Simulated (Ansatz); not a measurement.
**Ti under strain**

The calculation used Ansatz, DFT PBE, scalar-relativistic, plane waves, PAW. Settings: 420 eV cutoff, 12×12×18 k-mesh, Gaussian smearing of 0.10 eV, no spin polarisation.

The relaxed crystal:

```xyz
3
Lattice="4.5795 0.0000 0.0000 -2.2898 3.9660 0.0000 0.0000 0.0000 2.8322" Properties=species:S:1:pos:R:3 pbc="T T T"
Ti    0.0000    0.0000    0.0000
Ti    0.0000    2.6440    1.4161
Ti    2.2898    1.3220    1.4161
```

Deformation: biaxial strain in the a-b plane, with the length and tilt of c and the atoms relaxed, all within the symmetry that the strain leaves. Energies are extrapolated to zero smearing. Stress is positive in compression, on the Cartesian axes of the cell above.

Strains computed: -3.0, -2.0, -1.0, +1.0, +2.0, +3.0 %.

Q: At which strain does the energy stand 2.8 meV/atom over the relaxed crystal with σxx = 2.64, σyy = 2.64, σzz = 0.00 GPa?

A: -1.0 %.

This form isn't the element's structure at ambient conditions.

Cost: 7 runs of about 5.8 core-minutes in all, on Intel Xeon Platinum 8375C (Ice Lake) (shared hosts).